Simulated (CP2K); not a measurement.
## Zn under changes of volume

One of the cells (15.330 Å³/atom); the others are scaled copies at fixed shape and fractional positions:

```
Zn
1.0
     2.67000    0.00000    0.00000
    -1.33500    2.31229    0.00000
     0.00000    0.00000    4.96600
Zn
2
Direct
  0.66667 0.33333 0.75000
  0.33333 0.66667 0.25000
```

* Program: CP2K 2026.2
* Functional: PBE
* Potentials or basis: POTENTIAL_UZH Zn GTH-PBE-q12; TZVP-MOLOPT-PBE-GTH basis
* Density cutoff: 6123 eV
* k mesh: 11 × 11 × 6
* Occupations: fermi-dirac, width 0.05 eV
* Spin: no spin polarisation

```tsv
volume (Å³/atom)	energy over the lowest point (meV/atom)	pressure (GPa)
14.410	12.69	5.0
14.716	5.02	3.0
15.023	0.94	1.3
15.330	0.00	-0.3
15.636	?	?
15.943	5.21	-2.9
16.249	11.78	-4.0
```

Problem. What does the run at 15.636 Å³/atom give?

Solution. Energy over the lowest point 1.83 meV/atom; pressure -1.6 GPa.

Worked out: A Birch-Murnaghan fit of order 3 (a polynomial in V^(-2/3)) to the other rows has its minimum at 15.30 Å³/atom with B0 = V·E''(V) = 72 GPa and B' = 3.8 at fixed shape and positions, which overstates the stiffness. It gives 1.35 meV/atom at 15.636 Å³/atom, against the run's 1.83, and -dE/dV = -1.5 GPa, against -1.6.

Energies are extrapolated to zero smearing.

Caveats: the basis of atomic orbitals isn't converged, which shifts pressures, moduli and gaps.
